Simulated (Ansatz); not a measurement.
**Polymorphs of Cd2S**

Theory: DFT PBE, scalar-relativistic, plane waves, PAW in Ansatz 0.2.0. Settings: cutoff 420 eV, Γ-centred meshes spaced at most about 0.3 Å⁻¹, and about 0.25 Å⁻¹ or finer for metals (2π included), Gaussian smearing. No spin polarisation.

The zero of energy is the elements' standard structures at the same level; no fitted shifts are applied.

All energies are static (0 K, no zero-point motion). Only the structures computed here compete, so a lower one can exist. The k mesh leaves some 4 meV/atom of noise in the energy of each metallic cell. No dispersion correction is applied, so the spacing and binding between layers, chains or molecules are poorly described (I4/mmm at 29.5 Å³/atom, I4/mmm at 33.5 Å³/atom, P4/mmm), and this can change margins and order among such cells. Kohn–Sham gaps at this level usually fall short of measured ones. The reference form of S is held partly by dispersion forces, which this level lacks.

Invented guesses and database cells were relaxed alike, and ends that match in structure were merged. ΔE counts from the first row. Coordination counts S atoms around Cd (those within 1.25 times the shortest such distance or 1.15 times the sum of covalent radii; the shortest distance is added where it is long for a bond; a slash parts the counts of unlike sites). The ends were matched against large subsets of the Crystallography Open Database and the Materials Project, so a missing match doesn't prove that a structure is unreported.

| # | reached from | type and space group | atoms | Å³/atom | coordination | ΔE (meV/atom) | gap on mesh (eV) | in databases |
| --- | --- | --- | --- | --- | --- | --- | --- | --- |
| 1 | a cell proposed by chemical analogy | P-4m2 (No. 115) | 6 | 25.6 | Cd 2/4/4 from 3.6 Å | 0 | 0.00 | no match |
| 2 | a cell proposed by chemical analogy | anti-cadmium iodide, P-3m1 (No. 164) | 3 | 22.6 | Cd 3 | 12 | 0.00 | no match |
| 3 | a relaxed cell, shaken at random and relaxed again | Cm (No. 8) | 3 | 26.9 | Cd 2/3 | 12 | 0.26 | no match |
| 4 | a relaxed cell, shaken at random and relaxed again | P3m1 (No. 156) | 6 | 26.9 | Cd 1/1 from 3.0 Å/3/4 | 30 | 0.00 | no match |
| 5 | a cell proposed by chemical analogy, changed on relaxing | Cmcm (No. 63) | 6 | 22.6 | Cd 2/4 | 54 | 0.00 | no match |
| 6 | a Materials Project cell | P3m1 (No. 156) | 3 | 26.3 | Cd 1/3 | 84 | 0.12 | Materials Project |
| 7 | NdTe2 type (P4/nmm) | P4/nmm (No. 129) | 6 | 23.4 | Cd 4 from 3.6 Å/5 | 121 | 0.00 | no match |
| 8 | random cell | Cmmm (No. 65) | 3 | 27.5 | Cd 2 | 147 | 0.10 | no match |
| 9 | ThSi2 type (I4_1/amd) | I4_1/amd (No. 141) | 6 | 22.3 | Cd 4 | 212 | 0.00 | no match |
| 10 | random cell with space group I4/mmm | I4/mmm (No. 139) | 6 | 29.5 | Cd 2 | 262 | 0.52 | no match |
| 11 | random cell | I4/mmm (No. 139) | 3 | 33.5 | Cd 1 | 381 | 0.23 | no match |
| 12 | random cell | cuprite, Pn-3m (No. 224) | 6 | 34.8 | Cd 2 | 509 | 0.00 | no match |
| 13 | random cell | P4/mmm (No. 123) | 3 | 35.3 | Cd 2 | 525 | 0.00 | no match |
| 14 | YbFe2 type (Fd-3m) | Fd-3m (No. 227) | 6 | 21.9 | Cd 6 from 3.3 Å | 551 | 0.35 | no match |
| 15 | Li2Pt type (P6/mmm) | P6/mmm (No. 191) | 3 | 23.7 | Cd 6 from 3.3 Å | 576 | 0.00 | no match |

The lowest: Space group P-4m2 (No. 115), tetragonal, a = 4.104 Å, c = 9.125 Å. Cd on a site of symmetry 2mm has 2 S at 2.61 Å, 1 Cd at 2.79 Å and 4 Cd at 3.22 Å; Cd on a site of symmetry -4m2 is surrounded by 4 S at 2.57 Å; around Cd on a second site of symmetry -4m2 lie 8 Cd at 3.22 Å and 4 S at 3.65 Å; around S lie 4 Cd at 2.57–2.61 Å and 2 Cd at 3.65 Å. Its energy over the elements is −0.31 eV/atom. It lies below the elements, which doesn't yet make it stable against other compounds or structures. It is an invented cell; the lowest one relaxed from a database has space group P3m1 (No. 156) and lies 84 meV/atom higher.

```xyz
6
Lattice="4.1036 0.0000 0.0000 0.0000 4.1036 0.0000 0.0000 0.0000 9.1248" Properties=species:S:1:pos:R:3 pbc="T T T"
Cd    2.0518    2.0518    3.1655
Cd    2.0518    2.0518    5.9593
Cd    0.0000    0.0000    0.0000
Cd    0.0000    0.0000    4.5624
S     0.0000    2.0518    1.5458
S     2.0518    0.0000    7.5790
```

The second: Space group P-3m1 (No. 164), trigonal, a = 3.801 Å, c = 5.412 Å. Cd has 3 S at 2.73 Å and 3 Cd at 3.07 Å; S has 6 Cd at 2.73 Å. Counting S atoms around Cd, the first has Cd 2/4/4 from 3.6 Å and the second has Cd 3. Shaken at random and relaxed again, row 11 falls into row 3, 0.37 eV/atom lower, so it is a saddle point or a shallow minimum. Cells without such a test can be saddle points. Some types were kept out of the candidates beforehand, so the set may lack a known form.
